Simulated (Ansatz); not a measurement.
# PbS: a vibration from a frozen displacement

All numbers below come from Ansatz, DFT PBE, scalar-relativistic, plane waves, PAW. The runs took a 420 eV cutoff, a Γ-centred 10×10×10 mesh and Gaussian smearing (0.03 eV). Spin–orbit coupling is left out, which matters for the heavy elements here. No spin polarisation. Energies are free energies at this smearing, counted from the undisturbed cell; pressure is positive in compression.

Reference structure (as given, not relaxed at this level; it stands at 2.3 GPa):

```yaml
crystal:
  lattice:
    - [0.00000, 2.96500, 2.96500]
    - [2.96500, 0.00000, 2.96500]
    - [2.96500, 2.96500, 0.00000]
  atoms:
    - { symbol: Pb, position: [0.00000, 0.00000, 0.00000] }
    - { symbol: S, position: [0.50000, 0.50000, 0.50000] }
```

Every S atom is moved by x along the Cartesian unit vector (0.000, 0.000, 1.000); the cell and all other atoms stay fixed. The cell's volume is 52.13 Å³; the moved atoms weigh 32.060 u together and the others 207.200 u. Some rows repeat others by symmetry and weren't run.

| x (Å) | ΔE (meV/cell) | total force on the moved atoms along the move (eV/Å) | pressure (GPa) |
| --- | --- | --- | --- |
| -0.5000 | 264.99 | 1.8119 | 7.0352 |
| -0.4375 | 169.14 | 1.2781 | 5.7518 |
| -0.3750 | 102.64 | 0.8689 | 4.7256 |
| -0.3125 | 58.37 | 0.5633 | 3.9167 |
| -0.2500 | 30.44 | 0.3435 | 3.2939 |
| -0.1875 | 13.98 | 0.1932 | 2.8339 |
| -0.1250 | 5.17 | 0.0966 | 2.5202 |
| -0.0625 | 1.12 | 0.0378 | 2.3410 |
| 0.0000 | 0.00 | 0.0000 | 2.2843 |
| 0.0625 | 1.12 | -0.0378 | 2.3410 |
| 0.1250 | 5.17 | -0.0966 | 2.5202 |
| 0.1875 | 13.98 | -0.1932 | 2.8339 |
| 0.2500 | 30.44 | -0.3435 | 3.2939 |
| 0.3125 | 58.37 | -0.5633 | 3.9167 |
| 0.3750 | 102.64 | -0.8689 | 4.7256 |
| 0.4375 | 169.14 | -1.2781 | 5.7518 |
| 0.5000 | 264.99 | -1.8119 | 7.0352 |

Problem. What frequency belongs to this motion?

Solution. The force constant is k = −dF/dx = 0.605 eV/Å², from the parabola through x = -0.0625, 0 and 0.0625. In every cell the moved atoms swing against the rest, so the mass is μ = m₁m₂/(m₁ + m₂) = 27.764 u, and ν̃ = 521.5 cm⁻¹ × √(|k|/μ) = 77 cm⁻¹, at this cell's pressure of 2.3 GPa. To first order in x, and within 1 %, the force on every atom lies along the move and, within each of the two groups, in proportion to the atom's mass, so this is itself a mode at the zone centre of this cell, taken without macroscopic field (the transverse frequency in a polar insulator).

Problem. How far does the harmonic law reach?

Solution. At x = -0.500 Å, kx²/2 = 75.60 meV against the computed 264.99 meV (+250.5 %): the well stiffens in this direction at large amplitude.